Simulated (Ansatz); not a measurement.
Level of theory: Ansatz, DFT PBE, scalar-relativistic, plane waves, PAW. All cells share a 420 eV cutoff and Γ-centred k meshes spaced at most about 0.3 Å⁻¹ (about 0.25 or finer for metals, 2π included). No spin polarisation in the final relaxations.

All energies are static (0 K, no zero-point motion). All come from trial cells, and lower structures may exist.

**Question.** Order these relaxed structures of Li by energy, lowest first, with the energy over the lowest of them.
A.

Space group I4/mmm (No. 139). a = 3.079 Å, b = 3.079 Å, c = 4.264 Å, α = 90.00°, β = 90.00°, γ = 90.00°
```json
{"atom": "Li", "site": "2a", "symmetry": "4/mmm", "x": "0.0000", "y": "0.0000", "z": "0.0000"}
```

B.

Space group Pm-3m (No. 221). a = 2.732 Å, b = 2.732 Å, c = 2.732 Å, α = 90.00°, β = 90.00°, γ = 90.00°
| atom | site | symmetry | x | y | z |
| --- | --- | --- | --- | --- | --- |
| Li | 1b | m-3m | 0.5000 | 0.5000 | 0.5000 |

C.

Space group P6/mmm (No. 191). a = 2.937 Å, b = 2.937 Å, c = 2.716 Å, α = 90.00°, β = 90.00°, γ = 120.00°
```tsv
atom	site	symmetry	x	y	z
Li	1b	6/mmm	0.0000	0.0000	0.5000
```

**Answer.** A (0 meV/atom), C (67 meV/atom), B (120 meV/atom). Forms: A indium (bct) type, I4/mmm; C simple hexagonal type, P6/mmm; B simple cubic type, Pm-3m. Counting all near atoms (those within 1.25 times the shortest distance at each site): A has Li 12; C has Li 8; B has Li 6.

Cells relaxed within their symmetry can be saddle points. The I4/mmm cell of Li came from shaking the P6/mmm one. The part of the Crystallography Open Database at hand lists Li in space groups No. 166, 191, 194, 225, 229; sharing a group (P6/mmm) doesn't make a cell the listed structure. Some structure types and database cells were kept out of the candidates from the start, so a known form may be missing.
